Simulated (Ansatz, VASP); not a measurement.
Two plane-wave programs on C

INCAR

```
SYSTEM = C
PREC = Accurate
ENCUT = 600
EDIFF = 1E-7
ISMEAR = -1
SIGMA = 0.1
LREAL = .False.
LASPH = .True.
NELM = 100
ALGO = Normal
ISIF = 3
LWAVE = .False.
LCHARG = .False.
GGA = PS
IBRION = 2
NSW = 100
EDIFFG = -0.002
```

The input KPOINTS:

```
Automatic mesh
0
Gamma
  14 14 6
  0 0 0
```

File POSCAR:

```
C
1.0
    2.4700000000      0.0000000000      0.0000000000
   -1.2350000000      2.1390827473      0.0000000000
    0.0000000000      0.0000000000      6.7900000000
C
4
Direct
    0.0000000000      0.0000000000      0.0000000000
    0.0000000000      0.0000000000      0.5000000000
    0.3333333333      0.6666666667      0.0050000000
    0.6666666667      0.3333333333      0.5050000000
```

Input for Ansatz:

```yaml
crystal:
  lattice:
    - [2.46999999998, 0.0, 0.0]
    - [-1.23499999999, 2.13908274733, 0.0]
    - [0.0, 0.0, 6.79]
  atoms:
    - { symbol: C, position: [0.0, 0.0, 0.0] }
    - { symbol: C, position: [0.0, 0.0, 0.5] }
    - { symbol: C, position: [0.333333333333, 0.666666666667, 0.005] }
    - { symbol: C, position: [0.666666666667, 0.333333333333, 0.505] }
kpoints:
  mp_grid: { grid: [14, 14, 6] }
scf:
  occupations: { method: fermi_dirac, width: 0.1 }
hamiltonian:
  xc: pbesol
  pseudopotentials: { kind: paw }
relax:
  f_tol: 0.002
  max_steps: 80
  cell: {}
output:
  forces: true
  stress: true
```

Alike in both runs: task relaxation of cell and atoms; functional PBEsol; k mesh 14 × 14 × 6; occupations fermi-dirac, width 0.1 eV; no spin polarisation.

|  | VASP | Ansatz |
| --- | --- | --- |
| version | VASP 6.6.1 | Ansatz 0.2.0 |
| potentials or method | VASP PAW PBE potentials, release 64 (C) | PAW with Ansatz's default frozen-core files, scalar-relativistic |
| plane-wave cutoff (eV) | 600 | 420 |
| valence electrons in the cell | 16 | 16 |

|  | VASP | Ansatz | Ansatz less VASP |
| --- | --- | --- | --- |
| relaxed volume (Å³/atom) | 9.33 | 9.49 | +0.152 |
| relaxed cell length with the largest relative difference (Å) | 7.125 | 7.247 | +0.1222 |
| energy change over the relaxation (meV/atom) | -7 | -8 | -1.1 |

Caveats: the PAW data sets were made with another functional, which shifts forces and pressure a little (VASP); this functional lacks dispersion, which binds the layers, so the pressure and a relaxed spacing across them are unreliable. Zero-point motion and thermal expansion aren't in these numbers.
